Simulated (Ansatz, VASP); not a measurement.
# BAs2 in VASP and in Ansatz

INCAR

```
SYSTEM = BAs2
PREC = Accurate ; ENCUT = 520
EDIFF = 1E-6 ; ISMEAR = 0
SIGMA = 0.1 ; LREAL = .False.
LASPH = .True. ; NELM = 80
ALGO = Normal ; ISIF = 2
LWAVE = .False. ; LCHARG = .False.
GGA = PE ; NBANDS = 14
```

The input KPOINTS:

```
regular mesh
0
Gamma
  6 6 4
  0 0 0
```

The input POSCAR:

```
BAs2
1.0
    2.9318614500      0.0000000000      0.0000000000
    0.0000000000      2.9318614500      0.0000000000
    0.0000000000      0.0000000000      6.0491661300
B As
1 2
Direct
    0.0000000000      0.0000000000      0.0000000000
    0.5000000000      0.5000000000      0.2949999900
    0.5000000000      0.5000000000      0.7050000100
```

Input for Ansatz:

```yaml
crystal:
  lattice:
    - [2.93186145, 0.0, 0.0]
    - [0.0, 2.93186145, 0.0]
    - [0.0, 0.0, 6.04916613]
  atoms:
    - { symbol: B, position: [0.0, 0.0, 0.0] }
    - { symbol: As, position: [0.5, 0.5, 0.29499999] }
    - { symbol: As, position: [0.5, 0.5, 0.70500001] }
basis:
  ecutwfc: 420
kpoints:
  mp_grid: { grid: [6, 6, 4] }
hamiltonian:
  xc: pbe
scf:
  occupations: { method: gaussian, width: 0.1 }
  lower_state_search: "off"
output:
  forces: true
  stress: true
  eigenvalues: true
```

Change from the starting cell: species swapped into the Ga2Cu type (P4/mmm, No. 123).

Alike in both runs: task single point; functional PBE; k mesh 6 × 6 × 4; occupations gaussian, width 0.1 eV; no spin polarisation.

|  | VASP | Ansatz |
| --- | --- | --- |
| version | VASP 6.6.1 | Ansatz 0.2.0 |
| potentials or method | VASP PAW PBE potentials, release 64 (B, As) | scalar-relativistic, plane waves, PAW |
| plane-wave cutoff (eV) | 520 | 420 |
| valence electrons in the cell | 13 | 33 |

VASP gave:

```
gap on the k mesh at the Fermi level (eV)       : none
pressure (GPa)                                  : -2.2
largest component of the traceless stress (GPa) : 1.85
rms of the force components (eV/Å)              : 0.783
```

Task: What did Ansatz give for the same quantities?

Result: gap on the k mesh at the Fermi level (eV): none; pressure (GPa): -2.4; largest component of the traceless stress (GPa): 1.71; rms of the force components (eV/Å): 0.768.

Atom by atom the forces differ by 0.016 eV/Å (rms over components). A gap of «none» marks a metal or a gap that the smearing closes. With one functional, cell and mesh, what is left measures potentials, basis and numerics. The two sets of potentials don't hold the same shells in valence.

Caveats: forces of over 1 eV/Å show positions far from the minimum, so gaps and moduli don't describe the material at rest.
